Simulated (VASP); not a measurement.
Wanted: the native input for a VASP 6.6.1 run.

```yaml
Task: work function
Functional: RPBE
Potentials_or_basis: VASP PAW PBE potentials, release 64 (Cu)
Cutoff: 520 eV
k_mesh: 12 × 12 × 1
Occupations: gaussian, width 0.1 eV
Spin: no spin polarisation
Further_INCAR_settings: ALGO = Fast; EDIFF = 1e-07
```

The structure of Cu lies in POSCAR:

```
Cu
1.0
    2.5561910140      0.0000000000      0.0000000000
    1.2780955070      2.2137263550      0.0000000000
    0.0000000000      0.0000000000     30.6969697850
Cu
9
Direct
    0.3333333333      0.3333333333      0.2280355374
    0.6666666667      0.6666666667      0.2960266530
    0.0000000000      0.0000000000      0.3640177687
    0.3333333333      0.3333333333      0.4320088843
    0.6666666667      0.6666666667      0.5000000000
    0.0000000000      0.0000000000      0.5679911157
    0.3333333333      0.3333333333      0.6359822313
    0.6666666667      0.6666666667      0.7039733470
    0.0000000000      0.0000000000      0.7719644626
```

The slab is cut from a database's or a generator's crystal, which needn't be the stable form of the element.

The input as run:

INCAR

```
PREC = Accurate
ENCUT = 520
EDIFF = 1E-7
ISMEAR = 0
SIGMA = 0.1
LREAL = False
LASPH = True
NELM = 60
ALGO = Fast
ISIF = 2
LWAVE = False
LCHARG = True
GGA = RP
LELF = True
LVHAR = True
LVACPOTAV = True
```

KPOINTS

```
Automatic mesh
0
Gamma
  12 12 1
```

Potentials or basis: VASP PAW PBE potentials, release 64 (Cu).

The run is started by

```bash
$ cat potpaw_PBE.64/Cu/POTCAR > POTCAR
$ mpirun -np 1 vasp_std > vasp.out
```

Results of the run:

```json
{
  "Largest force": "0.177 eV/Å",
  "Band gap on the k mesh": "none (metal or under the smearing width)"
}
```

Caveat: the PAW data sets were made with another functional, which shifts forces and pressure a little.

Wall time 11 min on 1 thread of Intel(R) Xeon(R) Platinum 8559C (Emerald Rapids), on a shared host, peak memory 0.37 GiB.
